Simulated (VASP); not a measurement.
# CuO (Tenorite): single point with PBE

Crystal: CuO (Tenorite).

```
Cu O
1.0
     2.34185   -1.71130    0.00000
     2.34185    1.71130    0.00000
    -0.85003    0.00000    5.05787
Cu O
2 2
Direct
  0.00000 0.50000 0.00000
  0.50000 0.00000 0.50000
  0.58160 0.41840 0.25000
  0.41840 0.58160 0.75000
```

- Program: VASP 6.6.1
- Task: single point
- Functional: PBE
- Potentials or basis: VASP PAW PBE potentials, release 64 (Cu, O)
- Cutoff: 520 eV
- k mesh: 5 × 5 × 3
- Occupations: methfessel-paxton, width 0.1 eV
- Spin: no spin polarisation

The pressure is 6.4 GPa, the largest force is 0.205 eV/Å and the band gap on the k mesh is none (metal or under the smearing width).

Forces in eV/Å, atoms in the order of the input:
```
Cu   0.000  0.000  0.000
Cu   0.000  0.000  0.000
O    0.000  0.205  0.000
O    0.000 -0.205  0.000
```

Stress tensor (GPa, compression positive):
```
 6.02  0.00 -1.49
 0.00  6.97  0.00
-1.49  0.00  6.26
```

Levels at points of the mesh, in eV from the Fermi level:
```csv
k point,band 13,band 14,band 15,band 16,band 17,band 18,band 19,band 20,band 21,band 22
"(0.00, 0.00, 0.00)",-2.38,-2.22,-2.16,-1.66,0.22,0.95,1.74,6.07,8.18,13.41
```

It took 10 s on 1 thread of Intel(R) Xeon(R) 6975P-C (Granite Rapids), on a shared host, peak memory 0.16 GiB.

Caveat: the k mesh is coarse (spacing up to 0.46 Å⁻¹), so the values aren't converged; the run has no spin polarisation, though such a crystal can be magnetic; semilocal functionals often make such compounds metallic where correlation or magnetic order opens a gap, which also shifts bond lengths. With open d or f shells a metallic result of PBE can be an artefact of self-interaction; +U or a hybrid may open a gap.
